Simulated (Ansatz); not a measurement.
# TaC, space group Fm-3m: a calculation of the elastic constants

Program: Ansatz 0.2.0, Python API.

Run as a notebook:

```python
from dataclasses import replace

import ansatz as az
import numpy as np
```

```python
lattice = az.Lattice.of(
    (0.0, 2.223, 2.223),
    (2.223, 0.0, 2.223),
    (2.223, 2.223, 0.0),
)
sites = [
    ("Ta", (0.0, 0.0, 0.0)),
    ("C", (0.5, 0.5, 0.5)),
]
cell = az.Crystal(lattice=lattice)
for symbol, position in sites:
    cell = cell.atom(symbol, position)
```

```python
cell.resolved().tree()["lattice"]
```

    ((0.0, 2.223, 2.223), (2.223, 0.0, 2.223), (2.223, 2.223, 0.0))

```python
setup = cell.calculation()
setup = setup.functional("pbe").basis(41 * az.Ry)
setup = setup.occupations("gaussian", width=150 * az.meV)
setup = setup.kpoints(17, 17, 17)
rest = setup.relax(cell=True).run().lattice
relaxed = az.Crystal(lattice=az.Lattice.of(rest.cell_ang))
for site in rest.sites:
    relaxed = relaxed.atom(site.symbol, site.position_frac)
setup = replace(setup, crystal=relaxed)
print("relaxed volume {:.3f} A^3".format(abs(np.linalg.det(rest.cell_ang))))
outcome = setup.elastic(az.ElasticMode.CLAMPED_ION, amplitude=0.01).run()
elastic = outcome.elastic

print(np.array2string(np.round(elastic.c_gpa, 1) + 0.0, suppress_small=True))
print("Voigt stress of the unstrained cell (GPa, tension positive):", np.round(elastic.sigma0_gpa, 3) + 0.0)
print("smallest eigenvalue of C:", round(elastic.stability.min_eigenvalue_gpa, 1), "GPa; tensor positive definite:", elastic.stability.min_eigenvalue_gpa > 0)
if elastic.stability.min_eigenvalue_gpa > 0:
    for name, value in elastic.moduli.to_plain().items():
        print(f"{name:14s} {value:9.3f}")
```

    relaxed volume 22.413 A^3
    [[694.7 138.7 138.7   0.    0.    0. ]
     [138.7 694.7 138.7   0.    0.    0. ]
     [138.7 138.7 694.7   0.    0.    0. ]
     [  0.    0.    0.  170.9   0.    0. ]
     [  0.    0.    0.    0.  170.9   0. ]
     [  0.    0.    0.    0.    0.  170.9]]
    Voigt stress of the unstrained cell (GPa, tension positive): [0.001 0.001 0.001 0.    0.    0.   ]
    smallest eigenvalue of C: 170.9 GPa; tensor positive definite: True
    k_voigt_gpa      324.051
    k_reuss_gpa      324.051
    k_hill_gpa       324.051
    g_voigt_gpa      213.746
    g_reuss_gpa      202.036
    g_hill_gpa       207.891
    youngs_gpa       513.799
    poisson            0.236

Caveats:
- The run is spin-unpolarised.
- A positive definite tensor excludes instabilities under uniform strain alone; phonons elsewhere in the zone can still be imaginary.
- Of the deposited cell: the entry's cell lengths or inner coordinates differ somewhat from later room-temperature determinations.
- Spin-orbit coupling, which matters for elements this heavy, is left out.
- The starting cell is as deposited in a crystallographic database; the results hold for this polymorph, which needn't be the stable one.
- Shear constants of a metal converge slowly with the k-point mesh and can be wrong in sign on a coarse one; the constants belong to the cell that was strained.
- Wall time of the script: 3.5 min on 1 thread of Arm Neoverse N1 (shared host), peak memory 0.66 GiB.
